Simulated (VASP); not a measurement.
The system is K.

```xyz
1
Lattice="0.0000 3.2598 3.2598 3.2598 0.0000 3.2598 3.2598 3.2598 0.0000" Properties=species:S:1:pos:R:3 pbc="T T T"
K     0.0000    0.0000    0.0000
```

This isn't the form of K at room conditions, which is bcc.

```yaml
Program: VASP 6.6.1
Task: relaxation of cell and atoms
Functional: LDA
Potentials_or_basis: VASP PAW LDA potentials, release 64 (K_sv)
Cutoff: 600 eV
k_mesh: 12 × 12 × 12
Occupations: gaussian, width 0.1 eV
Spin: no spin polarisation
```

At the start: pressure -0.3 GPa; volume 69.28 Å³/atom.

Q: Where does the relaxation end?

A: Over 5 steps the energy falls by 4.8 meV/atom and the volume is 64.28 Å³/atom (-7.2 %); space group Fm-3m (No. 225, to 0.05 Å).

Step by step:
```tsv
step	energy change (eV)	largest force (eV/Å)	pressure (GPa)	volume (Å³)
1	0.0000	0.0000	-0.29	69.28
2	-0.0020	0.0000	-0.28	68.03
3	-0.0048	0.0000	-0.02	64.37
4	-0.0048	0.0000	0.02	64.17
5	-0.0048	0.0000	0.00	64.28
```

Final structure:
```
CELL_PARAMETERS angstrom
0.00000 3.17936 3.17936
3.17936 0.00000 3.17936
3.17936 3.17936 0.00000
ATOMIC_POSITIONS crystal
K 0.00000 0.00000 0.00000
```
